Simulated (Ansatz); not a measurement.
**Co, one cell by several methods**

```yaml
crystal:
  lattice:
    - [2.44343, 0.00000, 0.00000]
    - [-1.22172, 2.11607, 0.00000]
    - [0.00000, 0.00000, 4.09100]
  atoms:
    - { symbol: Co, position: [0.33333, 0.66667, 0.25000] }
    - { symbol: Co, position: [0.66667, 0.33333, 0.75000] }
```

Atom numbers follow the list: Co1, Co2.

The cell comes from COD entry 9011615, which wasn't checked; take it as a given geometry. It differs from other determinations. The listed cell was then made from it by scaling, straining or moving an atom.

All numbers are computed: DFT, PBE, PAW with Ansatz's default frozen-core files, scalar-relativistic (Ansatz 0.2.0); DFT, PBE, all-electron PAW with datasets made for the crystal, scalar-relativistic (Ansatz 0.2.0); DFT, PBE, all-electron LAPW, scalar-relativistic (Ansatz 0.2.0).

For PAW: a Γ-centred 19×19×10 k mesh, Fermi–Dirac smearing of 0.05 eV, cutoff 420 eV, spin-polarised from start moments Co1 2, Co2 2 μB. The crystal-made all-electron datasets (AE datasets) take a cutoff of 340 eV at this cell. LAPW targets a basis error of 0.5 meV/atom. The Ansatz runs share mesh, smearing and spin set-up. Plane-wave (PAW) pressures include the program's estimate of the Pulay term.

Stress and pressure are positive in compression.

The change that made this cell: equal xx and yy strain of -3 %.

| quantity | PAW | AE datasets | LAPW |
| --- | --- | --- | --- |
| pressure (GPa) | ? | 6.18 | 6.18 |
| stress xx (GPa) | ? | 9.99 | 9.99 |
| stress zz (GPa) | ? | -1.44 | -1.44 |
| moment of the cell (μB) | 3.187 | 3.189 | 3.189 |

Fill in "PAW" for the row "pressure (GPa)".

6.28.

What belongs in the row "stress zz (GPa)", column "PAW"?

-1.37.

What belongs in the row "stress xx (GPa)", column "PAW"?

10.11.
